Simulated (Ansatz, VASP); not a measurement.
This is a calculation of Bi2Se3 (Paraguanajuatite) for Ansatz 0.2.0.

File input.yaml:

```yaml
crystal:
  lattice:
    - [2.0292126242, 1.1715664548, 9.3504759364]
    - [-2.0292126242, 1.1715664548, 9.3504759364]
    - [0.0, -2.3431329097, 9.3504759364]
  atoms:
    - { symbol: Bi, position: [0.5992, 0.5992, 0.5992] }
    - { symbol: Bi, position: [0.4008, 0.4008, 0.4008] }
    - { symbol: Se, position: [0.7883, 0.7883, 0.7883] }
    - { symbol: Se, position: [0.2117, 0.2117, 0.2117] }
    - { symbol: Se, position: [0.0, 0.0, 0.0] }
hamiltonian:
  xc: pbesol
  pseudopotentials: { kind: paw }
kpoints:
  mp_grid: { grid: [8, 8, 8] }
scf:
  occupations: { method: fermi_dirac, width: 0.05 }
output:
  forces: true
  stress: true
  eigenvalues: true
```

Potentials or basis: Ansatz PAW.

Run with:

```console
$ ansatz run input.yaml --threads 2 --pin off --max-ram 5120MiB --backend cpu --events-out ev --progress --plain --runs-dir out
```

Q: Set up the same calculation for VASP 6.6.1. Potentials there: VASP PAW PBE potentials, release 64 (Bi_d, Se).

A: As run (the cutoff follows the program's own potentials):

Contents of INCAR:

```
  PREC = Accurate
  ENCUT = 520
  EDIFF = 1E-7
  ISMEAR = -1
  SIGMA = 0.05
  LREAL = False
  LASPH = True
  NELM = 100
  ALGO = Normal
  ISIF = 2
  LWAVE = False
  LCHARG = False
  GGA = PS
  NBANDS = 32
  KPAR = 2
```

The input KPOINTS:

```
Automatic mesh
0
Gamma
  8 8 8
```

POSCAR

```
Bi2Se3
1.0
    2.0292126242      1.1715664548      9.3504759364
   -2.0292126242      1.1715664548      9.3504759364
    0.0000000000     -2.3431329097      9.3504759364
Bi Se
2 3
Direct
    0.5992000000      0.5992000000      0.5992000000
    0.4008000000      0.4008000000      0.4008000000
    0.7883000000      0.7883000000      0.7883000000
    0.2117000000      0.2117000000      0.2117000000
    0.0000000000      0.0000000000      0.0000000000
```

Potentials or basis: VASP PAW PBE potentials, release 64 (Bi_d, Se).

The run is started by

```sh
$ cat potpaw_PBE.64/Bi_d/POTCAR potpaw_PBE.64/Se/POTCAR > POTCAR
$ mpirun -np 2 vasp_std > vasp.out
```

Both were run:

|  | VASP | Ansatz | Ansatz less VASP |
| --- | --- | --- | --- |
| gap on the k mesh at the Fermi level (eV) | 0.08 | 0.08 | +0.002 |
| least direct gap on the mesh (eV) | 0.08 | 0.08 | +0.002 |
| pressure (GPa) | 4.2 | 4.1 | -0.07 |
| largest component of the traceless stress (GPa) | 0.05 | 0.05 | -0.002 |
| rms of the force components (eV/Å) | 0.258 | 0.248 | -0.0092 |

Atom by atom the forces differ by 0.009 eV/Å (rms over components). The two sets of potentials don't hold the same shells in valence.

Caveats: spin-orbit coupling is left out, which as a rule narrows the gap of such compounds by several tenths of an eV; the PAW data sets were made with another functional, which shifts forces and pressure a little (VASP); the PAW data sets come from PBE, with cores solved anew for the run's functional, which leaves a small shift of forces and pressure (Ansatz). A k mesh can miss the band edges.
